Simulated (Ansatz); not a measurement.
**MgS (Niningerite) under changes of volume**

One of the cells (17.609 Å³/atom); the others are scaled copies at fixed shape and fractional positions:

```xyz
2
Lattice="0.0000 2.6016 2.6016 2.6016 0.0000 2.6016 2.6016 2.6016 0.0000" Properties=species:S:1:pos:R:3 pbc="T T T"
S     2.6016    2.6016    2.6016
Mg    0.0000    0.0000    0.0000
```

```yaml
Program: Ansatz 0.2.0
Functional: r2SCAN
Potentials_or_basis: Ansatz PAW
Cutoff: "500 eV (not typed: the program's choice for these potentials)"
k_mesh: 9 × 9 × 9
Occupations: fermi-dirac, width 0.05 eV
Spin: no spin polarisation
```

| volume (Å³/atom) | energy over the lowest point (meV/atom) | pressure (GPa) | gap on the mesh (eV) |
| --- | --- | --- | --- |
| 16.553 | ? | ? | ? |
| 16.905 | 7.46 | 3.5 | 3.68 |
| 17.257 | 1.79 | 1.7 | 3.64 |
| 17.609 | 0.00 | 0.0 | 3.59 |
| 17.962 | 1.72 | -1.5 | 3.55 |
| 18.314 | 6.61 | -2.9 | 3.51 |
| 18.666 | 14.37 | -4.1 | 3.46 |

Task: What does the run at 16.553 Å³/atom give?

Result: Energy over the lowest point 17.43 meV/atom; pressure 5.6 GPa; gap on the mesh 3.72 eV.

Worked out: A Birch-Murnaghan fit of order 3 (a polynomial in V^(-2/3)) to the other rows has its minimum at 17.61 Å³/atom with B0 = V·E''(V) = 80 GPa and B' = 4.0. It gives 17.42 meV/atom at 16.553 Å³/atom, against the run's 17.43, and -dE/dV = 5.6 GPa, against 5.6. A straight line through the other rows of the gap, of slope -2.21 eV per unit of ln V, extrapolates to 3.73 eV, against the run's 3.72.

Energies are extrapolated to zero smearing.

Caveats: odd divisions of the mesh miss points on the zone boundary, where band edges often lie, so the gap on the mesh can be too wide; the PAW data sets come from PBE, with cores solved anew for the run's functional, which leaves a small shift of forces and pressure.

A mesh can miss the band edges.
